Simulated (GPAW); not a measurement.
Crystal: BN.

```
N B
1.0
     2.55394    0.00000    0.00000
    -1.27697    2.21178    0.00000
     0.00000    0.00000    4.22685
N B
2 2
Direct
  0.33333 0.66667 0.12528
  0.66667 0.33333 0.62528
  0.33333 0.66667 0.49972
  0.66667 0.33333 0.99972
```

Measurements of this composition are mostly on another form, of space group No. 194.

Program: GPAW 26.7.0. Alike in all runs: task single point; no spin polarisation; cell as given; k mesh 12 × 12 × 6; cutoff (eV) 800.

Problem. Order these runs on this cell by their pressure, lowest first.
A. level PBE; potentials or basis GPAW PAW data sets (gpaw-data 1.2.1), pw; smearing fermi-dirac 0.05 eV
B. level PBEsol; potentials or basis PAW data sets generated in the run's folder for this functional, pw; smearing gaussian 0.02 eV
C. level RPBE; potentials or basis the program's PAW data sets (release 1.2.1) made for this functional, pw; smearing gaussian 0.1 eV

Solution. B (-7.1 GPa), A (-1.2 GPa), C (4.6 GPa).

Not every run made on this cell is shown here.
